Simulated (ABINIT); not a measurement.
Crystal: TiAl3.

```
CELL_PARAMETERS angstrom
2.83968 0.00000 0.00000
0.00000 4.68126 0.00000
0.00000 0.00000 4.90074
ATOMIC_POSITIONS crystal
Ti 0.00000 0.50000 0.16592
Al 0.00000 0.00000 0.83590
Al 0.50000 0.00000 0.33091
Al 0.50000 0.50000 0.66727
```

The cell comes from a database or a generator and needn't be the stable form of this composition.

* Program: ABINIT 10.8.3 (patched build)
* Task: relaxation of cell and atoms
* Functional: PBEsol
* Potentials or basis: PseudoDojo NC SR PBEsol v0.4.1 standard
* Cutoff: 1143 eV
* k mesh: 6 × 4 × 4
* Occupations: fermi-dirac, width 0.05 eV
* Spin: no spin polarisation

At the start: pressure -2.5 GPa; volume 16.29 Å³/atom.

Problem. How do energy, volume and symmetry change on relaxing?

Solution. Over 6 steps the energy falls by 5.1 meV/atom and the volume is 15.88 Å³/atom (-2.5 %); space group Pmm2 (No. 25, to 0.05 Å).

Step by step:
| step | energy change (eV) | largest force (eV/Å) | pressure (GPa) | volume (Å³) |
| --- | --- | --- | --- | --- |
| 1 | 0.0000 | 0.1013 | -2.52 | 65.15 |
| 2 | -0.0083 | 0.0941 | -1.78 | 64.65 |
| 3 | -0.0196 | 0.0507 | 0.22 | 63.39 |
| 4 | -0.0201 | 0.0387 | 0.18 | 63.40 |
| 5 | -0.0203 | 0.0116 | 0.07 | 63.47 |
| 6 | -0.0204 | 0.0030 | -0.01 | 63.53 |

Final structure:
```
CELL_PARAMETERS angstrom
2.78567 0.00000 0.00000
0.00000 4.64821 0.00000
0.00000 0.00000 4.90640
ATOMIC_POSITIONS crystal
Ti 0.00000 0.50000 0.16281
Al 0.00000 0.00000 0.84068
Al 0.50000 0.00000 0.33292
Al 0.50000 0.50000 0.66358
```

Caveat: the k mesh is coarse (spacing up to 0.37 Å⁻¹), so the values aren't converged.
